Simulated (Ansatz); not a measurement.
# SiC: sliding across a plane

Aim: for SiC, slide the crystal rigidly across a (0 0 1) plane.

Program: Ansatz 0.2.0. Level of theory: DFT PBE, scalar-relativistic, plane waves, PAW. These are calculated values, not measurements.

1 further run of the same task is left out (set aside as unsound or not needed). Runs told in other sessions of the task aren't counted.

### Step 1. The system as given

Symmetry: P6_3mc, No. 186, hexagonal system. The conventional cell has a = 3.094 Å, b = 3.094 Å, c = 10.129 Å, α = 90.00°, β = 90.00°, γ = 120.00°. Around Si (site symmetry 3m) lie 4 C at 1.90 Å. Si (site symmetry 3m) has 4 C at 1.89 to 1.90 Å in its first shell of neighbours. C (site symmetry 3m) is surrounded by 4 Si at 1.89 to 1.90 Å. C (site symmetry 3m) is surrounded by 4 Si at 1.90 Å.

Coordinates:

```
CELL_PARAMETERS angstrom
-3.09412 0.00000 0.00000
-1.54706 -2.67959 0.00000
0.00000 0.00000 10.12934
ATOMIC_POSITIONS crystal
Si 0.66667 0.66667 0.93784
Si 0.33333 0.33333 0.43784
Si 0.00000 0.00000 0.68790
Si 0.00000 0.00000 0.18790
C 0.66667 0.66667 0.74981
C 0.33333 0.33333 0.24981
C 0.00000 0.00000 0.50045
C 0.00000 0.00000 0.00045
```

It goes back to an entry of the Materials Project.

It is the result of an earlier relaxation at this level (volume 10.50 Å³/atom; gap on the mesh: 2.22 eV).

### Step 2. The reference cell

The reference gives a free energy of -3548.6461 eV, pressure 0.00 GPa, largest force 0.000 eV/Å and gap on the mesh 2.22 eV. It was computed beforehand with the settings of the runs below.

### Step 3. Setting up sliding across a plane

The cut lies on the cell's a–b face, a (0 0 1) plane of area 8.29 Å², between layers 1.90 Å apart (C below, Si above); the cell is 10.1 Å thick. Vector c is tilted by f times 1·a + 1·b (length 5.359 Å) with the atoms' Cartesian places fixed: one unrelaxed fault per cell.

### Step 4. Point f = 0.167

Input file input.yaml:

```yaml
crystal:
  lattice:
    - [-3.0941201809, 0.0, 0.0]
    - [-1.5470600905, -2.679586679, 0.0]
    - [-0.7736847512, -0.4466870994, 10.1293391998]
  atoms:
    - { symbol: Si, position: [0.5676395006, 0.5676395006, 0.5940441877] }
    - { symbol: Si, position: [0.3176561672, 0.3176561672, 0.0940441877] }
    - { symbol: Si, position: [0.9426386039, 0.9426386039, 0.3440995566] }
    - { symbol: Si, position: [0.8592886039, 0.8592886039, 0.8440995566] }
    - { symbol: C, position: [0.5989852254, 0.5989852254, 0.406007446] }
    - { symbol: C, position: [0.1823018921, 0.1823018921, 0.906007446] }
    - { symbol: C, position: [-0.0261131899, -0.0261131899, 0.1566478097] }
    - { symbol: C, position: [-0.1094631899, -0.1094631899, 0.6566478097] }
basis:
  ecutwfc: 420
kpoints:
  mp_grid: { grid: [10, 10, 3] }
hamiltonian:
  xc: pbe
scf:
  occupations: { method: gaussian, width: 0.05 }
output:
  forces: true
  stress: true
  eigenvalues: true
```

Command:

```sh
$ ansatz run input.yaml --threads 2 --pin off --max-ram 5120MiB --backend cpu --events-out ev --progress --plain --runs-dir out
```

The session goes on with these runs: At f = 0.333; point f = 0.500; point f = 0.667; point f = 0.833; f = 0.083; f = 0.250; point f = 0.417; At f = 0.583; At f = 0.750; At f = 0.917.

**Question.** What will these runs give? Wanted: largest shear traction sampled.

As calculated:

| quantity | value |
| --- | --- |
| highest fault energy sampled | 5804 mJ/m² at f = 0.333 |
| largest shear traction sampled | 48.1 GPa |

In words: The highest point computed is 5804 mJ/m², at f = 0.333; the true top can lie between points. A dip at f = 0.583 (3738 mJ/m²) marks a possible metastable fault. The values are for rigid blocks: relaxation normal to the plane would bring them down. The gap on the mesh stays between 0.26 and 2.22 eV.
